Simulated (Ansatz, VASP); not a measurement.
Si: VASP beside Ansatz

File INCAR:

```
ALGO     = Normal         # electronic algorithm
EDIFF    = 1E-7           # SCF threshold, eV
ENCUT    = 520            # plane-wave cutoff, eV
GGA      = PE             # functional
ISIF     = 2              # what is computed and relaxed
ISMEAR   = -1             # smearing method
LASPH    = T              # aspherical terms in the spheres
LCHARG   = F              # write CHGCAR
LREAL    = F              # projectors in reciprocal space
LWAVE    = F              # write WAVECAR
NBANDS   = 11             # bands
NELM     = 100            # most SCF steps
PREC     = Accurate       # precision mode
SIGMA    = 0.05           # smearing width, eV
```

File KPOINTS:

```
k-points
0
Gamma
  3 3 3
```

The input POSCAR:

```
Si
1.0
    0.0000000000      2.7354874751      2.7354874751
    2.7354874751      0.0000000000      2.7354874751
    2.7354874751      2.7354874751      0.0000000000
Si
2
Direct
    0.5000000000      0.5000000000      0.5000000000
    0.7500000000      0.7500000000      0.7500000000
```

Input for Ansatz:

```yaml
crystal:
  lattice:
    - [0.0, 2.7354874751, 2.7354874751]
    - [2.7354874751, 0.0, 2.7354874751]
    - [2.7354874751, 2.7354874751, 0.0]
  atoms:
    - { symbol: Si, position: [0.5, 0.5, 0.5] }
    - { symbol: Si, position: [0.75, 0.75, 0.75] }
hamiltonian:
  xc: pbe
  pseudopotentials:
    kind: paw
    azcp:
      Si: "pseudopotentials/Si.paw.azcp"
basis:
  ecutwfc: 420
  fft_grid_basis: typed
kpoints:
  mp_grid: { grid: [3, 3, 3], shift: [0, 0, 0] }
magnetization:
  spin_polarized: false
scf:
  occupations: { method: fermi_dirac, width: 0.05 }
  lower_state_search: "off"
output:
  stress: true
  write_density: true
  write_potential: true
  elf: true
  volumetric_format: npy
```

Alike in both runs: task single point; functional PBE; k mesh 3 × 3 × 3; occupations fermi-dirac, width 0.05 eV; no spin polarisation.

|  | VASP | Ansatz |
| --- | --- | --- |
| version | VASP 6.6.1 | Ansatz 0.2.0 |
| potentials or method | VASP PAW PBE potentials, release 64 (Si) | plane waves (420 eV) with PAW, scalar-relativistic |
| plane-wave cutoff (eV) | 520 | 420 |
| valence electrons in the cell | 8 | 8 |

Ansatz gave:

```
pressure (GPa) : 1.8
```

Problem. Estimate VASP's values.

Solution. Pressure (GPa): 1.7.

Caveats: the k mesh is coarse (spacing up to 0.66 Å⁻¹), so the values aren't converged. A k mesh can miss the band edges.
